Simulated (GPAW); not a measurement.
A run of GPAW 26.7.0:

Contents of run.py:

```python
from ase import Atoms
from ase.dft.bandgap import bandgap
from ase.io import write
from ase.units import Bohr, GPa
from gpaw import GPAW, PW
from gpaw.elf import elf_from_dft_calculation

atoms = Atoms(['Ti', 'Ti', 'O'],
              cell=[[2.9194, 0.0, 0.0],
                    [-1.4597, 2.5282745638, 0.0],
                    [0.0, 0.0, 4.713]],
              scaled_positions=[[0.3333333333, 0.6666666667, 0.72126],
                                [0.6666666667, 0.3333333333, 0.27874],
                                [0.0, 0.0, 0.0]],
              pbc=True)

calc = GPAW(mode=PW(800),
            xc='LDA',
            kpts={'size': (10, 10, 6), 'gamma': True},
            occupations={'name': 'fermi-dirac', 'width': 0.05},
            setups={'Ti': ':d,8.0'},
            nbands=29,
            convergence={'density': 1e-05, 'energy': 1e-05},
            maxiter=150,
            txt='gpaw.txt')
atoms.calc = calc
energy = atoms.get_potential_energy()
forces = atoms.get_forces()
stress = atoms.get_stress()
calc.write('gs.gpw')
write('result.traj', atoms)
print(f'Energy: {energy:.6f} eV')
print('Forces (eV/A):')
print(forces.round(4))
print('Stress (GPa):', (stress / GPa).round(3))
print('Fermi level:', round(calc.get_fermi_level(), 4), 'eV')
print(f'Gap: {bandgap(calc)[0]:.4f} eV, direct: {bandgap(calc, direct=True)[0]:.4f} eV')

# fields on the real-space grid
write('density.cube', atoms, data=calc.get_pseudo_density() * Bohr**3)
write('potential.cube', atoms, data=calc.get_electrostatic_potential())
write('elf.cube', atoms, data=elf_from_dft_calculation(calc).data)
```

Potentials or basis: the program's PAW data sets (release 1.2.1) made for this functional, pw.

Command:

```console
$ OMP_NUM_THREADS=1 python run.py
```

Hardware: 1 thread of Arm Neoverse V1, with other jobs on the host.

**Question.** How long does it take, and how much memory?

**Answer.** It took 77 s on 1 thread of Arm Neoverse V1, with other jobs on the host, peak memory 0.23 GiB. Counts: scf iterations 13, plane waves 1822, bands 29, k points 72.
